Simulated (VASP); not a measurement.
A run of VASP 6.6.1 is set up as follows.

INCAR

```
SYSTEM = MnS
PREC     = Accurate       ! precision mode
ENCUT    = 520            ! plane-wave cutoff, eV
EDIFF    = 1E-6           ! SCF threshold, eV
ISMEAR   = 0              ! smearing method
SIGMA    = 0.05           ! smearing width, eV
LREAL    = .FALSE.        ! projectors in reciprocal space
LASPH    = .TRUE.         ! aspherical terms in the spheres
NELM     = 150            ! most SCF steps
ALGO     = Normal         ! electronic algorithm
ISIF     = 2              ! what is computed and relaxed
LWAVE    = .FALSE.        ! write WAVECAR
LCHARG   = .FALSE.        ! write CHGCAR
ISPIN    = 2              ! spin polarisation
MAGMOM   = 5.01 0.08      ! initial moments
LORBIT   = 11             ! projections on sites
LMAXMIX  = 4              ! l up to which the mixer works
LDAU     = .TRUE.         ! DFT+U
LDAUTYPE = 2            
LDAUL    = 2 -1           ! shell
LDAUU    = 6 0            ! U, eV
LDAUJ    = 0 0          
LDAUPRINT= 1            
GGA      = PE             ! functional
NBANDS   = 20             ! bands
```

Contents of KPOINTS:

```
Automatic mesh
0
G
  6 6 6
  0 0 0
```

Contents of POSCAR:

```
MnS
1.0
    0.0000000000      2.6122498900      2.6122498900
    2.6122498900      0.0000000000      2.6122498900
    2.6122498900      2.6122498900      0.0000000000
Mn S
1 1
Direct
    0.0000000000      0.0000000000      0.0000000000
    0.5000000000      0.5000000000      0.5000000000
```

Potentials or basis: VASP PAW PBE potentials, release 64 (Mn_pv, S).

The run is started by

```bash
$ cat potpaw_PBE.64/Mn_pv/POTCAR potpaw_PBE.64/S/POTCAR > POTCAR
$ mpirun -np 1 vasp_std > vasp.out
```

(1) What does it give for the site moments?

(2) Predict the pressure.

(3) Estimate the band gap on the k mesh.

(4) Estimate the net moment.

Results:

(1) Mn +4.66; S +0.06 μB.

(2) 4.9 GPa.

(3) 1.26 eV, indirect (least direct gap 3.20 eV).

(4) 5.00 μB per cell.

Caveat: a cell with one magnetic atom can't hold antiferromagnetic order, which such compounds often take.
